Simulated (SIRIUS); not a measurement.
BP under changes of volume

One of the cells (11.915 Å³/atom); the others are scaled copies at fixed shape and fractional positions:

```xyz
2
Lattice="0.0000 2.2840 2.2840 2.2840 0.0000 2.2840 2.2840 2.2840 0.0000" Properties=species:S:1:pos:R:3 pbc="T T T"
P     3.4260    3.4260    3.4260
B     0.0000    0.0000    0.0000
```

| Quantity | Value |
| --- | --- |
| Program | SIRIUS 7.12.0 |
| Functional | PBE |
| Potentials or basis | all-electron FP-LAPW |
| Cutoff | 242 eV |
| Basis | apw+lo standard |
| k mesh | 10 × 10 × 10 |
| Occupations | fermi-dirac, width 0.05 eV |
| Spin | no spin polarisation |

```csv
volume (Å³/atom),energy over the lowest point (meV/atom),gap on the mesh (eV)
10.981,?,?
11.214,12.75,1.19
11.448,3.33,1.22
11.915,0.00,1.27
12.149,5.09,1.30
12.383,14.24,1.32
```

**Question.** What does the run at 10.981 Å³/atom give?

**Answer.** Energy over the lowest point 28.07 meV/atom; gap on the mesh 1.16 eV.

Worked out: A Birch-Murnaghan fit of order 3 (a polynomial in V^(-2/3)) to the other rows has its minimum at 11.76 Å³/atom with B0 = V·E''(V) = 161 GPa and B' = 3.8. It gives 27.93 meV/atom at 10.981 Å³/atom, against the run's 28.07. A straight line through the other rows of the gap, of slope 1.32 eV per unit of ln V, extrapolates to 1.16 eV, against the run's 1.16.

Energies are extrapolated to zero smearing.

A mesh can miss the band edges.
